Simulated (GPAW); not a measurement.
Wanted: an ASE script for a GPAW 26.7.0 run.

| Quantity | Value |
| --- | --- |
| Task | relaxation of cell and atoms |
| Functional | PBEsol |
| Potentials or basis | PAW data sets generated in the run's folder for this functional |
| Cutoff | 800 eV |
| Basis | pw |
| k mesh | 11 × 11 × 11 |
| Occupations | fermi-dirac, width 0.05 eV |
| Spin | no spin polarisation |
| Target pressure | 30 GPa |
| Maxiter | 150 |
| Optimizer | BFGS |
| Fmax | 0.02 eV/Å |
| Max steps | 60 |
| Target pressure | 30 GPa |
| Convergence | density=1e-05 forces=0.0001 |

Crystal: MgO.

```
Mg O
1.0
     0.00000    2.09700    2.09700
     2.09700    0.00000    2.09700
     2.09700    2.09700    0.00000
Mg O
1 1
Direct
  0.00000 0.00000 0.00000
  0.50000 0.50000 0.50000
```

The cell is a database's computed one.

The input as run:

run.py

```python
from ase import Atoms
from ase.filters import FrechetCellFilter
from ase.io import write
from ase.optimize import BFGS
from ase.units import GPa
from gpaw import GPAW, PW, setup_paths

setup_paths.insert(0, '.')

atoms = Atoms(['Mg', 'O'],
              cell=[[0.0, 2.0970013927, 2.0970013927],
                    [2.0970013927, 0.0, 2.0970013927],
                    [2.0970013927, 2.0970013927, 0.0]],
              scaled_positions=[[0.0, 0.0, 0.0],
                                [0.5, 0.5, 0.5]],
              pbc=True)

calc = GPAW(mode=PW(800),
            xc='PBEsol',
            kpts={'size': (11, 11, 11), 'gamma': True},
            occupations={'name': 'fermi-dirac', 'width': 0.05},
            nbands=16,
            convergence={'density': 1e-05, 'forces': 0.0001},
            maxiter=150,
            txt='gpaw.txt')
atoms.calc = calc
opt = BFGS(FrechetCellFilter(atoms, scalar_pressure=30 * GPa), trajectory='relax.traj', logfile='-')
done = opt.run(fmax=0.02, steps=60)
calc.write('gs.gpw')
write('result.traj', atoms)
print('Converged:', done)
print('Cell:', atoms.cell.cellpar().round(4))
print('Volume:', round(atoms.get_volume(), 4))
print(atoms.get_scaled_positions().round(5))
```

Potentials or basis: PAW data sets generated in the run's folder for this functional, pw.

Launch:

```bash
$ gpaw-setup -f PBEsol Mg O
$ OMP_NUM_THREADS=1 python run.py
```

Results of the run:

- Relaxed volume: 8.17 Å³/atom
- Relaxed cell: a = 2.848 Å, b = 2.848 Å, c = 2.848 Å, α = 60.00°, β = 60.00°, γ = 60.00°
- Space group after relaxing (to 0.05 Å): Fm-3m (No. 225)
- Energy change on relaxing (the enthalpy is what falls): +101.0 meV/atom
- Ionic steps: 4
- Pressure after relaxing: 29.8 GPa
- Band gap on the k mesh: 6.06 eV, direct

Caveat: later steps reuse the first step's grids.

Wall time 54 s on 1 thread of Arm Neoverse V1, on a shared host, peak memory 0.2 GiB.
